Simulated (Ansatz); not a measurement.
In in Ansatz: the effect of target pressure

Crystal: In.

```
In
1.0
    -1.62547    1.62547    2.47370
     1.62547   -1.62547    2.47370
     1.62547    1.62547   -2.47370
In
1
Direct
  0.00000 0.00000 0.00000
```

Alike in all runs:

- Program: Ansatz 0.2.0
- Task: relaxation of cell and atoms
- Functional: r2SCAN
- Potentials or basis: Ansatz PAW
- Cutoff: 500 eV (not typed: the program's choice for these potentials)
- k mesh: 11 × 11 × 11
- Occupations: fermi-dirac, width 0.05 eV
- Spin: no spin polarisation

Each run relaxes the cell or the atoms first.

| target pressure | relaxed volume (Å³/atom) |
| --- | --- |
| 0 GPa | 26.25 |
| 2 GPa | 25.18 |
| 5 GPa | ? |
| 10 GPa | 22.43 |
| 20 GPa | 20.44 |
| 30 GPa | 19.13 |

Problem. What does the run with target pressure 5 GPa give?

Solution. Relaxed volume 23.94 Å³/atom.

Worked out: In Murnaghan's law V^(-B') rises as a straight line in P. The other rows fit best with B' = 4.3, V0 = 26.24 Å³/atom and B0 = 45 GPa, which gives 23.95 Å³/atom at 5 GPa, against the run's 23.94.

Caveats: the plane-wave basis is chosen anew once the cell has moved, so the energies of steps on either side of that aren't comparable; the PAW data sets come from PBE, with cores solved anew for the run's functional, which leaves a small shift of forces and pressure; the volume moved by over 15 % at a fixed basis, so the end points are rough (some runs).

Runs at the PBE level aren't shown here.
